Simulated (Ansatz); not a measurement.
# H, a known structure type with other elements, at an estimated volume

```xyz
1
Lattice="-1.1938 1.1938 1.1938 1.1938 -1.1938 1.1938 1.1938 1.1938 -1.1938" Properties=species:S:1:pos:R:3 pbc="T T T"
H     0.0000    0.0000    0.0000
```

Single point in Ansatz 0.2.0 with r2SCAN, no spin polarisation. Cutoff 500 eV, PAW datasets, 19×19×19 Γ-centred k mesh, fermi-dirac filling (width 0.1 eV).

**Stress.** The pressure is -22.7 GPa (compression positive), so with the atoms held at these fractions the cell would first shrink.
**At the Fermi level.** It is a metal, with about 0.21 states/eV a cell as the mean within 0.25 eV of the Fermi level, mostly H s (98 %).
**Contacts.** H–H at 2.07 Å: least valence density 0.11 e/Å³ and ELF 0.26 there. Both are smooth PAW fields, read partly inside the augmentation spheres.

Origin: a known structure type with other elements, at an estimated volume, so it need not be a known compound. Caveats: atoms or cell far from equilibrium.
